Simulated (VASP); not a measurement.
# GaAs in VASP: relaxation of the atoms with PBEsol

Aim: the relaxation of the atoms of GaAs with PBEsol.

Everything below comes from runs of VASP 6.6.1. Logs are shortened: lines on timing, memory, paths and dates and some standing lists are left out, and cuts for length are marked.

**1. Starting point**

The cell holds a slab with vacuum, 10 atoms: a = 5.654 Å, b = 3.998 Å, c = 23.996 Å, α = 90.00°, β = 90.00°, γ = 90.00°.

**2. Relaxation of the atoms, PBEsol**

Input file INCAR:

```
SYSTEM = GaAs
PREC = Accurate ; ENCUT = 520
EDIFF = 1E-7 ; ISMEAR = 0
SIGMA = 0.05 ; LREAL = .FALSE.
LASPH = .TRUE. ; NELM = 80
ALGO = Fast ; ISIF = 2
LWAVE = .FALSE. ; LCHARG = .FALSE.
LDIPOL = .TRUE. ; IDIPOL = 3
DIPOL = 0.5 0.5 0.500 ; GGA = PS
IBRION = 2 ; NSW = 100
EDIFFG = -0.015 ; KPAR = 8
```

Input file KPOINTS:

```
Automatic mesh
0
G
  4 6 1
  0 0 0
```

Input file POSCAR:

```
GaAs
1.0
    5.6537000000      0.0000000000      0.0000000000
    0.0000000000      3.9977696090      0.0000000000
    0.0000000000      0.0000000000     23.9955392180
Ga As
5 5
Direct
    0.5000000000      0.5000000000      0.3333953002
    1.0000000000      1.0000000000      0.4166976501
    0.5000000000      0.5000000000      0.5000000000
    1.0000000000      1.0000000000      0.5833023499
    0.5000000000      0.5000000000      0.6666046998
    0.7500000000      1.0000000000      0.3333953002
    0.2500000000      0.5000000000      0.4166976501
    0.7500000000      1.0000000000      0.5000000000
    0.2500000000      0.5000000000      0.5833023499
    0.7500000000      1.0000000000      0.6666046998
```

Potentials or basis: VASP PAW PBE potentials, release 64 (Ga_d, As).

Run with:

```console
> cat potpaw_PBE.64/Ga_d/POTCAR potpaw_PBE.64/As/POTCAR > POTCAR
> mpirun -np 8 vasp_std > vasp.out
```

OUTCAR:

```text
SYSTEM = GaAs
   PREC = Accurate
   ENCUT = 520
   EDIFF = 1E-7
   ISMEAR = 0
   LREAL = .FALSE.
   LASPH = .TRUE.
   NELM = 80
   ISIF = 2
   GGA = PS
   IBRION = 2
   NSW = 100
   EDIFFG = -0.015

 ion  position               nearest neighbor table
   1  0.500  0.500  0.333-   7 2.45   6 2.45   6 2.45
   2  0.000  0.000  0.417-   6 2.45   8 2.45   7 2.45   7 2.45
   3  0.500  0.500  0.500-   7 2.45   9 2.45   8 2.45   8 2.45
   4  0.000  0.000  0.583-  10 2.45   8 2.45   9 2.45   9 2.45
   5  0.500  0.500  0.667-   9 2.45  10 2.45  10 2.45
   6  0.750  0.000  0.333-   2 2.45   1 2.45   1 2.45
   7  0.250  0.500  0.417-   1 2.45   3 2.45   2 2.45   2 2.45
   8  0.750  0.000  0.500-   2 2.45   4 2.45   3 2.45   3 2.45
   9  0.250  0.500  0.583-   5 2.45   3 2.45   4 2.45   4 2.45
  10  0.750  0.000  0.667-   4 2.45   5 2.45   5 2.45

  LATTYP: Found a simple orthorhombic cell.
 ALAT       =     3.9977696090
 B/A-ratio  =     1.4142135623
 C/A-ratio  =     6.0022316354

  Lattice vectors:

 A1 = (   0.0000000000,  -3.9977696090,   0.0000000000)
 A2 = (   5.6537000000,   0.0000000000,   0.0000000000)
 A3 = (   0.0000000000,   0.0000000000,  23.9955392180)

Analysis of symmetry for initial positions (statically):
=====================================================================
 Subroutine PRICEL returns:
 Original cell was already a primitive cell.

 Routine SETGRP: Setting up the symmetry group for a
 simple orthorhombic supercell.

 Subroutine GETGRP returns: Found  4 space group operations
 (whereof  4 operations were pure point group operations)
 out of a pool of  8 trial point group operations.

The static configuration has the point symmetry C_2v.

Analysis of symmetry for dynamics (positions and initial velocities):
=====================================================================
 Subroutine PRICEL returns:
 Original cell was already a primitive cell.

 Routine SETGRP: Setting up the symmetry group for a
 simple orthorhombic supercell.

 Subroutine GETGRP returns: Found  4 space group operations
 (whereof  4 operations were pure point group operations)
 out of a pool of  8 trial point group operations.

The dynamic configuration has the point symmetry C_2v.

 Subroutine INISYM returns: Found  4 space group operations
 (whereof  4 operations are pure point group operations),
 and found     1 'primitive' translations

----------------------------------------------------------------------------------------

                                     Primitive cell

  volume of cell :     542.3517

  direct lattice vectors                    reciprocal lattice vectors
     5.653700000  0.000000000  0.000000000     0.176875321  0.000000000  0.000000000
     0.000000000  3.997769609  0.000000000     0.000000000  0.250139477  0.000000000
     0.000000000  0.000000000 23.995539218     0.000000000  0.000000000  0.041674413

  length of vectors
     5.653700000  3.997769609 23.995539218     0.176875321  0.250139477  0.041674413

  position of ions in fractional coordinates (direct lattice)
     0.500000000  0.500000000  0.333395300
     0.000000000  0.000000000  0.416697650
     0.500000000  0.500000000  0.500000000
     0.000000000  0.000000000  0.583302350
     0.500000000  0.500000000  0.666604700
     0.750000000  0.000000000  0.333395300
     0.250000000  0.500000000  0.416697650
     0.750000000  0.000000000  0.500000000
     0.250000000  0.500000000  0.583302350
     0.750000000  0.000000000  0.666604700

  ion indices of the primitive-cell ions
   primitive index   ion index
                 1           1
                 2           2
                 3           3
[... 47 lines left out ...]
  0.500000  0.500000  0.000000      1.000000
   k-points           NKPTS =     12   k-points in BZ     NKDIM =     12   number of bands    NBANDS=     54
   number of dos      NEDOS =    301   number of ions     NIONS =     10
   total plane-waves  NPLWV = 226800
   dimension x,y,z NGX =    42 NGY =   30 NGZ =  180
   dimension x,y,z NGXF=    84 NGYF=   60 NGZF=  360
   ions per type =               5   5
   NGX,Y,Z   is equivalent  to a cutoff of  12.35, 12.48, 12.47 a.u.
   NGXF,Y,Z  is equivalent  to a cutoff of  24.70, 24.95, 24.94 a.u.
 SYSTEM =  GaAs
   PREC   = accura    normal or accurate (medium, high low for compatibility)
   ISTART =      0    job   : 0-new  1-cont  2-samecut
   ICHARG =      2    charge: 1-file 2-atom 10-const
   ISPIN  =      1    spin polarized calculation?
   LNONCOLLINEAR =      F non collinear calculations
   LSORBIT =      F    spin-orbit coupling
   LASPH  =      T    aspherical Exc in radial PAW
   ENCUT  =  520.0 eV  38.22 Ry    6.18 a.u.  10.51  7.43 44.62*2*pi/ulx,y,z
   NELM   =     80;   NELMIN=  2; NELMDL= -5     # of ELM steps
   EDIFF  = 0.1E-06   stopping-criterion for ELM
   LREAL  =      F    real-space projection
   EDIFFG = -.1E-01   stopping-criterion for IOM
   NSW    =    100    number of steps for IOM
   IBRION =      2    ionic relax: 0-MD 1-quasi-New 2-CG
   NFREE  =      1    steps in history (QN), initial steepest desc. (CG)
   ISIF   =      2    stress and relaxation
   ISYM   =      2    0-nonsym 1-usesym 2-fastsym
   POTIM  = 0.5000    time-step for ionic-motion
   TEBEG  =    0.0;   TEEND  =   0.0 temperature during run
   PSTRESS=    0.0 pullay stress
   NELECT =      90.0000    total number of electrons
   NUPDOWN=      -1.0000    fix difference up-down
   EMIN   =  10.00;   EMAX   =-10.00  energy-range for DOS
   EFERMI =   0.00;   METHOD = LEGACY
   ISMEAR =     0;   SIGMA  =   0.05  broadening in eV -4-tet -1-fermi 0-gaus
   EFERMI_NEDOS =   21; number of points for ismear=-14 and -15
   IALGO  =     68    algorithm
   IMIX   =      4    mixing-type and parameters
     AMIX     =   0.40;   BMIX     =  1.00
     AMIX_MAG =   1.60;   BMIX_MAG =  1.00
  volume/ion in A,a.u.               =      54.24       366.00
  Fermi-wavevector in a.u.,A,eV,Ry     =   0.899626  1.700047 11.011561  0.809327
  Thomas-Fermi vector in A             =   2.022483
   LORBIT       =      0    0 simple, 1 ext, 2 COOP (PROOUT), +10 PAW based schemes
   GGA     = PS    functional components
   LHFCALC =     F    Hartree Fock is set to
   AEXX    =    0.0000 exact exchange contribution
   IVDW    =     0    specifies the selected vdW correction
   LEPSILON=     F    determine dielectric tensor
   LRPA    =     F    only Hartree local field effects (RPA)
 conjugate gradient relaxation of ions
 non-spin polarized calculation
 RMM-DIIS sequential band-by-band and
 Gauss-broadening in eV      SIGMA  =   0.05
  energy-cutoff  :      520.00
  volume of cell :      542.35
 maximum number of plane-waves:     14659
   NGX = 21   NGY = 15   NGZ = 89

--------------------------------------- Ionic step        1  -------------------------------------------

 number of electron      90.0000003 magnetization

 Free energy of the ion-electron system (eV)
  ---------------------------------------------------
  ext. energy  EPLUGINS =         0.00000000
  ---------------------------------------------------
  free energy    TOTEN  =       -42.01962613 eV

  energy without entropy =      -42.01506942  energy(sigma->0) =      -42.01734777

------------------------ aborting loop because EDIFF is reached ----------------------------------------

  FORCE on cell =-STRESS in cart. coord.  units (eV):
  Direction    XX          YY          ZZ          XY          YZ          ZX
  --------------------------------------------------------------------------------------
  -------------------------------------------------------------------------------------
  Total       -2.0708723     -1.4967415      2.1312205      0.0000000      0.0000000      0.0000000
  in kB       -6.1176251     -4.4215683      6.2959015      0.0000000      0.0000000      0.0000000
  external PRESSURE =      -1.4144306 kB  Pullay stress =       0.0000000 kB
[... 113 lines left out ...]
  FREE ENERGIE OF THE ION-ELECTRON SYSTEM (eV)
  ---------------------------------------------------
  free  energy   TOTEN  =       -42.8570547905 eV

  energy  without entropy=      -42.8570547905  energy(sigma->0) =      -42.85705479

[... ionic steps 4 to 14 ...]

--------------------------------------- Ionic step       15  -------------------------------------------

 number of electron      89.9999998 magnetization

 dipolmoment           0.000000      0.000000      0.000000 electrons x Angstroem

------------------------ aborting loop because EDIFF is reached ----------------------------------------

  FORCE on cell =-STRESS in cart. coord.  units (eV):
  Direction    XX          YY          ZZ          XY          YZ          ZX
  --------------------------------------------------------------------------------------
  -------------------------------------------------------------------------------------
  Total       -0.7660299     -1.7422099     -0.1326502      0.0000000      0.0000000      0.0000000
  in kB       -2.2629516     -5.1467140     -0.3918657      0.0000000      0.0000000      0.0000000
  external PRESSURE =      -2.6005104 kB  Pullay stress =       0.0000000 kB
[... 75 lines left out ...]
--------------------------------------- Ionic step       17  -------------------------------------------

 number of electron      89.9999998 magnetization

 dipolmoment           0.000000      0.000000     -0.000000 electrons x Angstroem

 Free energy of the ion-electron system (eV)
  ---------------------------------------------------
  ext. energy  EPLUGINS =         0.00000000
  ---------------------------------------------------
  free energy    TOTEN  =       -43.46306074 eV

  energy without entropy =      -43.46306074  energy(sigma->0) =      -43.46306074

 E-fermi :  -1.0345     XC(G=0):  -4.6398

 val. band max:       -1.2917617610   @ k =   0.0000   0.0000   0.0000
 cond. band min:      -0.6448140566   @ k =   0.0000   0.5000   0.0000
 fundamental gap:      0.6469477045
 Fermi energy:        -1.0344686941

 k-point     1 :       0.0000    0.0000    0.0000
  band No.  band energies     occupation
      1     -16.2297      2.00000
      2     -16.2280      2.00000
      3     -16.1513      2.00000
      4     -16.1421      2.00000
      5     -16.1034      2.00000
      6     -16.0990      2.00000
[... 673 lines left out ...]
     53       2.8447      0.00000
     54       3.3458      0.00000

------------------------ aborting loop because EDIFF is reached ----------------------------------------

 vacuum level on the upper side and lower side of the slab       (xc-potential included)        -0.016        -0.016

  FORCE on cell =-STRESS in cart. coord.  units (eV):
  Direction    XX          YY          ZZ          XY          YZ          ZX
  --------------------------------------------------------------------------------------
  -------------------------------------------------------------------------------------
  Total       -0.7669264     -1.7666759     -0.0883606      0.0000000      0.0000000      0.0000000
  in kB       -2.2655999     -5.2189895     -0.2610287      0.0000000      0.0000000      0.0000000
  external PRESSURE =      -2.5818727 kB  Pullay stress =       0.0000000 kB
[... 25 lines left out ...]
  FREE ENERGIE OF THE ION-ELECTRON SYSTEM (eV)
  ---------------------------------------------------
  free  energy   TOTEN  =       -43.4630607406 eV

  energy  without entropy=      -43.4630607406  energy(sigma->0) =      -43.46306074

 reached required accuracy - stopping structural energy minimisation

 vacuum level on the upper side and lower side of the slab         3.597         3.597
```

Wall time 31 min (8 MPI ranks of Intel Xeon Platinum 8259CL at 2.50GHz (Skylake/Cascade Lake), shared host); peak memory 0.74 GiB.

Results:

- Free energy: -43.4631 eV
- Energy gained by relaxing: 144.3 meV/atom
- Ionic steps: 17
- Largest force after relaxing: 0.010 eV/Å
- Band gap on the k mesh: 0.65 eV, indirect (least direct gap 1.05 eV)

Forces on the atoms (eV/Å):
```
Ga  -0.004  0.000  0.002
Ga   0.000  0.000 -0.002
Ga   0.006  0.000  0.000
Ga   0.000  0.000  0.002
Ga  -0.004  0.000 -0.002
As  -0.007  0.000  0.007
As   0.003  0.000  0.004
As   0.009  0.000  0.000
As   0.003  0.000 -0.004
As  -0.007  0.000 -0.007
```

The path:
| step | energy change (eV) | largest force (eV/Å) | pressure (GPa) |
| --- | --- | --- | --- |
| 1 | 0.0000 | 1.5347 | -0.14 |
| 2 | -0.4218 | 1.3096 | -0.13 |
| 3 | -0.8374 | 1.1195 | -0.06 |
| 4 | -1.1983 | 0.7290 | -0.35 |
| 5 | -1.3614 | 0.5918 | -0.70 |
| 6 | -1.4115 | 0.3333 | -0.56 |
| 7 | -1.4203 | 0.1474 | -0.61 |
| 8 | -1.4271 | 0.1086 | -0.55 |
| 9 | -1.4292 | 0.1758 | -0.49 |
| 10 | -1.4346 | 0.1246 | -0.44 |
| 11 | -1.4395 | 0.0933 | -0.36 |
| 12 | -1.4399 | 0.1161 | -0.33 |
| 13 | -1.4425 | 0.0471 | -0.29 |
| 14 | -1.4429 | 0.0652 | -0.27 |
| 15 | -1.4433 | 0.0379 | -0.26 |
| 16 | -1.4433 | 0.0247 | -0.26 |
| 17 | -1.4434 | 0.0100 | -0.26 |

Final structure:
```yaml
crystal:
  lattice:
    - [5.65370, 0.00000, 0.00000]
    - [0.00000, 3.99777, 0.00000]
    - [0.00000, 0.00000, 23.99554]
  atoms:
    - { symbol: Ga, position: [0.55427, 0.50000, 0.35188] }
    - { symbol: Ga, position: [0.97364, 0.00000, 0.41350] }
    - { symbol: Ga, position: [0.47983, 0.50000, 0.50000] }
    - { symbol: Ga, position: [0.97364, 0.00000, 0.58651] }
    - { symbol: Ga, position: [0.55427, 0.50000, 0.64812] }
    - { symbol: As, position: [0.76404, 0.00000, 0.32296] }
    - { symbol: As, position: [0.22607, 0.50000, 0.41661] }
    - { symbol: As, position: [0.73415, 0.00000, 0.50000] }
    - { symbol: As, position: [0.22607, 0.50000, 0.58339] }
    - { symbol: As, position: [0.76404, 0.00000, 0.67704] }
```

Caveat: the PAW data sets were made with another functional, which shifts forces and pressure a little. A hybrid or GW would open this gap; PBEsol tends to underestimate it.
